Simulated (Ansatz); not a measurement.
**MgSe: elastic constants with PBEsol**

Crystal: MgSe.

```
CELL_PARAMETERS angstrom
0.00000 2.72550 2.72550
2.72550 0.00000 2.72550
2.72550 2.72550 0.00000
ATOMIC_POSITIONS crystal
Se 0.50000 0.50000 0.50000
Mg 0.00000 0.00000 0.00000
```

```json
{
 "Program": "Ansatz 0.2.0",
 "Task": "elastic constants",
 "Functional": "PBEsol",
 "Potentials or basis": "Ansatz PAW",
 "Cutoff": "420 eV (not typed: the program's choice for these potentials)",
 "k mesh": "6 × 6 × 6",
 "Occupations": "fixed",
 "Spin": "no spin polarisation",
 "Atoms under strain": "relaxed"
}
```

- Pressure: 0.0 GPa
- Band gap on the k mesh: 1.77 eV, indirect (least direct gap 2.50 eV)
- Elastic constants C11, C12, C44: 126, 34, 43 GPa
- Voigt bulk modulus: 65 GPa

Levels at points of the mesh, in eV from the valence-band top:
| k point | band 11 | band 12 | band 13 | band 14 | band 15 | band 16 |
| --- | --- | --- | --- | --- | --- | --- |
| (0.00, 0.00, 0.00) | 0.00 | 0.00 | 0.00 | 2.50 | 7.35 | 7.35 |
| (0.00, 0.00, -0.50) | -4.99 | -0.59 | -0.59 | 3.71 | 6.06 | 6.06 |
| (0.00, -0.50, -0.50) | -4.30 | -1.80 | -1.80 | 1.77 | 3.85 | 11.63 |

Elastic tensor in Voigt notation (GPa, in the Cartesian axes of the cell as first typed):
```
126  34  34   0   0   0
 34 126  34   0   0   0
 34  34 126   0   0   0
  0   0   0  43   0   0
  0   0   0   0  43   0
  0   0   0   0   0  43
```

Wall time 4.2 s on 2 threads of Arm Neoverse V1, with other jobs on the host, peak memory 0.32 GiB.

Caveat: the PAW data sets come from PBE, with cores solved anew for the run's functional, which leaves a small shift of forces and pressure. As with any semilocal functional, this PBEsol gap is likely too small.
